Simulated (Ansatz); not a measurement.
# Lanthanum, dhcp under revPBE: from relaxation to bulk modulus, part 2 of 2

What does revPBE give for lanthanum in the dhcp structure? We relax it, solve it on a dense k-mesh, switch on spin-orbit coupling, then scale the cell to 7 volumes from 88 to 112 % of the relaxed one and try a fit of the equation of state. The start is ferromagnetic. The k-meshes are 10×10×3 for the relaxation; 13×13×4 for the dense run; 10×10×3 for spin-orbit coupling; 13×13×4 for the volumes. It starts from a deposited cell (COD).

Ansatz 0.2.0; DFT, revPBE, plane waves (420 eV) with PAW, scalar-relativistic. The steps go on from the part before.

## 8. At 100 % of the relaxed volume

Contents of input.yaml:

```yaml
crystal:
  lattice:
    - [3.819537145, 0.0, 0.0]
    - [-1.9097685725, 3.3078161983, 0.0]
    - [0.0, 0.0, 12.2409922858]
  atoms:
    - { symbol: La, position: [0.0, 1.0, 1.0], spin: 1.0 }
    - { symbol: La, position: [0.0, 1.0, 0.5], spin: 1.0 }
    - { symbol: La, position: [0.3333333333, 0.6666666667, 0.75], spin: 1.0 }
    - { symbol: La, position: [0.6666666667, 0.3333333333, 0.25], spin: 1.0 }
hamiltonian:
  xc: revpbe
  pseudopotentials:
    kind: paw
    azcp:
      La: "pseudopotentials/La.paw.azcp"
basis:
  ecutwfc: 420
  fft_grid_basis: typed
kpoints:
  mp_grid: { grid: [13, 13, 4], shift: [0, 0, 0] }
magnetization:
  spin_polarized: true
scf:
  occupations: { method: fermi_dirac, width: 0.05 }
output:
  stress: true
```

Log, cut to the lines that bear on the results:

```text
Warning: RAYON_NUM_THREADS=4 ignored (pool sized by the plan → 4); use --threads N
[...]
Pseudopotentials: kind: paw
Pseudopotential: La, paw, valence charge 11, recommended cutoff 420 eV (normal), <dir>
Functional definition: revPBE
[...]
Crystal: 4 atoms, lattice volume = 154.657 Å³
Basis set: ecut = 420 eV, 3005 PW (Γ)
Bands: 29, of which v1, the nominal top of the filled ones, is band 22 counted from 1 (21 counted from 0)
Symmetry: 24 space group operations
Space group: P63/mmc (ITA 194), of the structure as read, at distance tolerance 5.4e-5 Å
Magnetic group: BNS 194.263 (UNI 1493), of the structure as read, at distance tolerance 5.4e-5 Å
k-points: 63 of 676
[...]
Starting moments: Σ|m| = 4 μB on 4 of 4 sites
[...]
SCF iter   1: F=—  HF=-25027.579384 eV  |F-HF|=—  |Δ(HF+E_count)|=         —  Δρ=1.95e-2 (↑1.95e-2 ↓1.04e-2)  dr2=7.24e-1  dr2_m=2.01e-1  M=1.467 μB ∫|m|=1.467 μB  β_m=0.30  ethr=1.62e-3  ⟨swp⟩=1.0  Hψ=24546  notcnv=0
[...]
WARN: the starting moments were not kept: the SCF closed with an absolute magnetisation of 5.5e-5 μB, where they sum to 4 μB in size (4 sites). That is at most 0.1 of that sum. Measured as dr2_m measures the in/out step, that magnetisation stands 7.7e-11 eV from none, at or under the [...]
SCF converged after 13 iterations
Magnetization: -0.0000 μB (22.0000 up, 22.0000 down)
Absolute magnetization: 0.0001 μB (∫|ρ↑−ρ↓|, with the PAW one-centre terms)
Spin contamination: 0.0000 ħ² per cell (⟨S²⟩ above its minimum at these occupations)
Per-site moments (μB) at R_I (Å): [(-6.193394899945948e-6, 1.555954862407508), (-6.1933948999373335e-6, 1.5559548624075077), (6.099395836601794e-6, 1.5559548624075077), (6.099395836588836e-6, 1.555954862407508)]
Free energy (F): -25027.897828 eV
[...]
E sigma→0 (E₀):  -25027.867993 eV
Entropy (-TS):   -0.059670 eV (-14.917 meV/atom)
Fermi energy:    10.600127 eV
[...]
--- Stress (GPa, compression-positive) ---
       -0.078079       0.000000       0.000000
        0.000000      -0.078079       0.000000
        0.000000       0.000000       0.015587
  P = ⅓ Tr σ = -0.0469 GPa (-0.469 kbar)
```

Run time: 21 s. Hardware: 4 threads of an Arm CPU, shared host; peak memory 0.75 GiB.

## 9. At 104 % of the relaxed volume

input.yaml: that of step 8 with these lines changed.

```diff
@@ -2,5 +2,5 @@
   lattice:
-    - [3.819537145, 0.0, 0.0]
-    - [-1.9097685725, 3.3078161983, 0.0]
-    - [0.0, 0.0, 12.2409922858]
+    - [3.8697999767, 0.0, 0.0]
+    - [-1.9348999883, 3.3513450874, 0.0]
+    - [0.0, 0.0, 12.4020764465]
   atoms:
```

Log, cut to the lines that bear on the results:

```text
Warning: RAYON_NUM_THREADS=4 ignored (pool sized by the plan → 4); use --threads N
[...]
[... 3 set-up lines as earlier in the session ...]
[...]
Crystal: 4 atoms, lattice volume = 160.843 Å³
Basis set: ecut = 420 eV, 3173 PW (Γ)
Bands: 29, of which v1, the nominal top of the filled ones, is band 22 counted from 1 (21 counted from 0)
[... 2 set-up lines as earlier in the session ...]
Magnetic group: BNS 194.263 (UNI 1493), of the structure as read, at distance tolerance 5.4e-5 Å
k-points: 63 of 676
[...]
Starting moments: Σ|m| = 4 μB on 4 of 4 sites
[...]
SCF iter   1: F=—  HF=-25027.614776 eV  |F-HF|=—  |Δ(HF+E_count)|=         —  Δρ=1.89e-2 (↑1.89e-2 ↓9.97e-3)  dr2=6.89e-1  dr2_m=1.98e-1  M=1.490 μB ∫|m|=1.490 μB  β_m=0.30  ethr=1.54e-3  ⟨swp⟩=1.0  Hψ=24576  notcnv=0
[...]
WARN: the starting moments were not kept: the SCF closed with an absolute magnetisation of 1.1e-5 μB, where they sum to 4 μB in size (4 sites). That is at most 0.1 of that sum. Measured as dr2_m measures the in/out step, that magnetisation stands 3.4e-12 eV from none, at or under the [...]
SCF converged after 14 iterations
Magnetization: -0.0000 μB (22.0000 up, 22.0000 down)
Absolute magnetization: 0.0000 μB (∫|ρ↑−ρ↓|, with the PAW one-centre terms)
Spin contamination: 0.0000 ħ² per cell (⟨S²⟩ above its minimum at these occupations)
Per-site moments (μB) at R_I (Å): [(-1.5515078330515884e-6, 1.576430300771083), (-1.5515078330854826e-6, 1.5764303007710825), (1.5129773562539451e-6, 1.5764303007710825), (1.512977356195429e-6, 1.576430300771083)]
Free energy (F): -25027.878551 eV
[...]
E sigma→0 (E₀):  -25027.848121 eV
Entropy (-TS):   -0.060859 eV (-15.215 meV/atom)
Fermi energy:    10.121245 eV
[...]
--- Stress (GPa, compression-positive) ---
       -0.959588      -0.000000      -0.000000
       -0.000000      -0.959588       0.000000
       -0.000000       0.000000      -0.878714
  P = ⅓ Tr σ = -0.9326 GPa (-9.326 kbar)
```

It took 22 s on 4 threads of an Arm CPU, shared host; peak memory 0.76 GiB.

## 10. At 108 % of the relaxed volume

input.yaml: that of step 9 with these lines changed.

```diff
@@ -2,5 +2,5 @@
   lattice:
-    - [3.8697999767, 0.0, 0.0]
-    - [-1.9348999883, 3.3513450874, 0.0]
-    - [0.0, 0.0, 12.4020764465]
+    - [3.9187899873, 0.0, 0.0]
+    - [-1.9593949936, 3.3937716811, 0.0]
+    - [0.0, 0.0, 12.5590814233]
   atoms:
```

Log, cut to the lines that bear on the results:

```text
Warning: RAYON_NUM_THREADS=4 ignored (pool sized by the plan → 4); use --threads N
[...]
[... 3 set-up lines as earlier in the session ...]
[...]
Crystal: 4 atoms, lattice volume = 167.029 Å³
Basis set: ecut = 420 eV, 3281 PW (Γ)
Bands: 29, of which v1, the nominal top of the filled ones, is band 22 counted from 1 (21 counted from 0)
[... 1 set-up line as earlier in the session ...]
Space group: P63/mmc (ITA 194), of the structure as read, at distance tolerance 5.5e-5 Å
Magnetic group: BNS 194.263 (UNI 1493), of the structure as read, at distance tolerance 5.5e-5 Å
k-points: 63 of 676
[...]
Starting moments: Σ|m| = 4 μB on 4 of 4 sites
[...]
SCF iter   1: F=—  HF=-25027.608553 eV  |F-HF|=—  |Δ(HF+E_count)|=         —  Δρ=1.84e-2 (↑1.84e-2 ↓9.60e-3)  dr2=6.60e-1  dr2_m=1.96e-1  M=1.510 μB ∫|m|=1.510 μB  β_m=0.30  ethr=1.47e-3  ⟨swp⟩=1.0  Hψ=24775  notcnv=0
[...]
WARN: the starting moments were not kept: the SCF closed with an absolute magnetisation of 1.8e-5 μB, where they sum to 4 μB in size (4 sites). That is at most 0.1 of that sum. Measured as dr2_m measures the in/out step, that magnetisation stands 8.6e-12 eV from none, at or under the [...]
SCF converged after 14 iterations
Magnetization: -0.0000 μB (22.0000 up, 22.0000 down)
Absolute magnetization: 0.0000 μB (∫|ρ↑−ρ↓|, with the PAW one-centre terms)
Spin contamination: 0.0000 ħ² per cell (⟨S²⟩ above its minimum at these occupations)
Per-site moments (μB) at R_I (Å): [(-2.477239592713181e-6, 1.5963872333054696), (-2.4772395927326676e-6, 1.5963872333054696), (2.626746509450435e-6, 1.5963872333054696), (2.6267465095741408e-6, 1.5963872333054696)]
Free energy (F): -25027.827180 eV
[...]
E sigma→0 (E₀):  -25027.796172 eV
Entropy (-TS):   -0.062016 eV (-15.504 meV/atom)
Fermi energy:    9.677030 eV
[...]
--- Stress (GPa, compression-positive) ---
       -1.736024       0.000000      -0.000000
        0.000000      -1.736024       0.000000
       -0.000000       0.000000      -1.661789
  P = ⅓ Tr σ = -1.7113 GPa (-17.113 kbar)
```

Wall time 23 s (4 threads of an Arm CPU, shared host); peak memory 0.77 GiB.

## 11. At 112 % of the relaxed volume

input.yaml: that of step 10 with these lines changed.

```diff
@@ -2,5 +2,5 @@
   lattice:
-    - [3.9187899873, 0.0, 0.0]
-    - [-1.9593949936, 3.3937716811, 0.0]
-    - [0.0, 0.0, 12.5590814233]
+    - [3.9665848195, 0.0, 0.0]
+    - [-1.9832924097, 3.43516322, 0.0]
+    - [0.0, 0.0, 12.712256049]
   atoms:
```

Log, cut to the lines that bear on the results:

```text
Warning: RAYON_NUM_THREADS=4 ignored (pool sized by the plan → 4); use --threads N
[...]
[... 3 set-up lines as earlier in the session ...]
[...]
Crystal: 4 atoms, lattice volume = 173.216 Å³
Basis set: ecut = 420 eV, 3415 PW (Γ)
Bands: 29, of which v1, the nominal top of the filled ones, is band 22 counted from 1 (21 counted from 0)
[... 1 set-up line as earlier in the session ...]
Space group: P63/mmc (ITA 194), of the structure as read, at distance tolerance 5.6e-5 Å
Magnetic group: BNS 194.263 (UNI 1493), of the structure as read, at distance tolerance 5.6e-5 Å
k-points: 63 of 676
[...]
Starting moments: Σ|m| = 4 μB on 4 of 4 sites
[...]
SCF iter   1: F=—  HF=-25027.566785 eV  |F-HF|=—  |Δ(HF+E_count)|=         —  Δρ=1.79e-2 (↑1.79e-2 ↓9.26e-3)  dr2=6.38e-1  dr2_m=1.94e-1  M=1.528 μB ∫|m|=1.528 μB  β_m=0.30  ethr=1.42e-3  ⟨swp⟩=1.0  Hψ=25005  notcnv=0
[...]
WARN: the starting moments were not kept: the SCF closed with an absolute magnetisation of 2.6e-5 μB, where they sum to 4 μB in size (4 sites). That is at most 0.1 of that sum. Measured as dr2_m measures the in/out step, that magnetisation stands 1.6e-11 eV from none, at or under the [...]
SCF converged after 14 iterations
Magnetization: 0.0000 μB (22.0000 up, 22.0000 down)
Absolute magnetization: 0.0000 μB (∫|ρ↑−ρ↓|, with the PAW one-centre terms)
Spin contamination: 0.0000 ħ² per cell (⟨S²⟩ above its minimum at these occupations)
Per-site moments (μB) at R_I (Å): [(-3.683961235844202e-6, 1.6158572891716214), (-3.6839612357196467e-6, 1.6158572891716212), (3.995748049145172e-6, 1.6158572891716212), (3.995748049169651e-6, 1.6158572891716214)]
Free energy (F): -25027.747624 eV
[...]
E sigma→0 (E₀):  -25027.715974 eV
Entropy (-TS):   -0.063299 eV (-15.825 meV/atom)
Fermi energy:    9.264008 eV
[...]
--- Stress (GPa, compression-positive) ---
       -2.417348       0.000000       0.000000
       -0.000000      -2.417348       0.000000
        0.000000       0.000000      -2.347831
  P = ⅓ Tr σ = -2.3942 GPa (-23.942 kbar)
```

It took 23 s on 4 threads of an Arm CPU, shared host; peak memory 0.79 GiB.

## 12. Fitting the volumes

The cell was scaled evenly, with its shape and the fractional positions fixed.

```tsv
V (Å³/atom)	E − E₀ (meV/atom)	P from the stress (GPa)	P from the fit (GPa)
34.024	44.7	3.44	3.35
35.571	18.5	2.10	2.07
37.118	4.2	0.96	0.94
38.664	0.0	-0.05	-0.07
40.211	5.0	-0.93	-0.95
41.757	18.0	-1.71	-1.73
43.304	38.0	-2.39	-2.41
```

Fit (Birch-Murnaghan, third order): V₀ = 38.557 Å³/atom, B₀ = 24 GPa, B₀′ = 2.2, largest residual 0.03 meV/atom.

## 13. Summary of results

What follows sums up all 2 parts.

| quantity | value |
| --- | --- |
| space group (spins left aside) | P6_3/mmc (No. 194) |
| conventional cell | a = 3.820 Å, c = 12.241 Å (c/a = 3.205) |
| volume | 38.664 Å³/atom |
| shortest distance | 3.772 Å |
| against the deposited volume | +3.3 % (37.416 Å³/atom) |
| gap on the mesh | none (levels filled in part) |
| magnetic state | non-magnetic |
| V₀, B₀, B₀′ | 38.557 Å³/atom, 24 GPa, 2.2 |

**Reading.** The relaxed volume lies 3.3 % above the deposited cell. Cells that are too large are usual for this functional. The deposited cell holds zero-point motion and, unless taken cold, thermal expansion, so the miss against a static lattice is larger still. The moments die out: the run ends non-magnetic. Levels at the Fermi energy are filled in part, as in a metal. The total energy of the spin-orbit run lies -5.3 eV/atom from the scalar one, but the two kinds of run don't share a zero of energy: only differences within one kind count. B₀ comes out at 24 GPa; letting shape and positions relax at each volume could only lower it.
